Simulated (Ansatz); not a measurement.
## ZrO2 with an O vacancy: gradients before and after relaxing the atoms

Start: a supercell of ZrO2 (fluorite type, Fm-3m) built from a COD entry (the entry's cell lengths or inner coordinates differ somewhat from later room-temperature determinations), with all atoms left at the host's positions.

```cif
data_Zr8O15
_symmetry_space_group_name_H-M 'F-43m'
_symmetry_Int_Tables_number 216
_cell_length_a 10.1400
_cell_length_b 10.1400
_cell_length_c 10.1400
_cell_angle_alpha 90.000
_cell_angle_beta 90.000
_cell_angle_gamma 90.000
loop_
_atom_site_label
_atom_site_type_symbol
_atom_site_symmetry_multiplicity
_atom_site_Wyckoff_symbol
_atom_site_fract_x
_atom_site_fract_y
_atom_site_fract_z
Zr1 Zr 16 e 0.3750 0.1250 0.3750
Zr4 Zr 16 e 0.8750 0.8750 0.6250
O9 O 24 g 0.7500 0.0000 0.7500
O15 O 4 b 0.0000 0.5000 0.0000
O16 O 4 d 0.7500 0.7500 0.7500
O17 O 24 f 0.0000 0.7500 0.0000
O23 O 4 c 0.2500 0.2500 0.2500
```

One atom of each set is listed; the run and its k-mesh use a cell of 23 atoms with edges of 7.17, 7.17, 7.17 Å.

All values are calculated (Ansatz; DFT, PBE, plane waves and PAW, scalar-relativistic, 420 eV cutoff, Γ-centred 3×3×3 k-points, Fermi–Dirac smearing 0.01 eV, cell charge +2), not measured.

The largest force at the start is 3.8 eV/Å. Relaxing the ions at fixed cell moves them by 0.229 Å at most (atom 19, O) and 0.125 Å rms.

```csv
site,moved (Å),first shell before,first shell after,V_zz before (10²¹ V/m²),η before
Zr1,0.092,7 O at 2.20 Å,7 O at 2.10–2.18 Å,15.32,0.00
Zr4,0.051,8 O at 2.20 Å,8 O at 2.14–2.35 Å,-1.02,0.00
O9,0.018,4 Zr at 2.20 Å,4 Zr at 2.17–2.18 Å,-0.20,0.25
O17,0.229,4 Zr at 2.20 Å,4 Zr at 2.11–2.35 Å,4.25,0.11
```

(1) How do the gradients change?

Answers

(1) 

```csv
site,V_zz after,η after,change of V_zz
Zr1,8.52,0.00,-6.80
Zr4,-1.82,0.00,-0.80
O9,-1.93,0.46,–
O17,3.31,0.11,-0.94
```

The largest change of V_zz along a kept axis is on Zr1, from 15.32 to 8.52. Small gradients that grow severalfold: O9 (-0.20 to -1.93). In per cent, |V_zz| changes by -44 to +78 on Zr, -22 on O (all sites that start above 0.5). On O9 the largest principal value lies along another axis in the second run, so the two V_zz can't be compared directly. Sites without a gradient aren't listed.

The defect repeats with the cell of 23 atoms, so it feels its images: sites between two images don't show the values beside a lone defect, and zeros or small values of η there can come from the images' arrangement. This high-symmetry form of ZrO2 is unstable when cold, to shifts of the oxygen columns, towards the tetragonal form. The symmetry of the cell holds that distortion back, wholly or in part, and it would change the field gradients, the more the larger the distortion. A uniform background compensates the cell's charge.
Before: Without spin–orbit coupling (the program notes it for Zr) the gradients can shift somewhat, as the gap is small. The cell keeps the host's lattice, where the PBE pressure is 10 GPa (in a charged cell this depends on the convention for the mean potential). The neighbours have not yet relaxed around the defect (largest force 3.8 eV/Å), so the values at and beside it are those of a strained start, not of the defect in a real crystal.
After: Without spin–orbit coupling (the program notes it for Zr) the gradients are little affected as a rule: paired runs on crystals with a gap mostly move them by under 2 % at such atoms. The cell keeps the host's lattice, where the PBE pressure is 12 GPa (in a charged cell this depends on the convention for the mean potential).
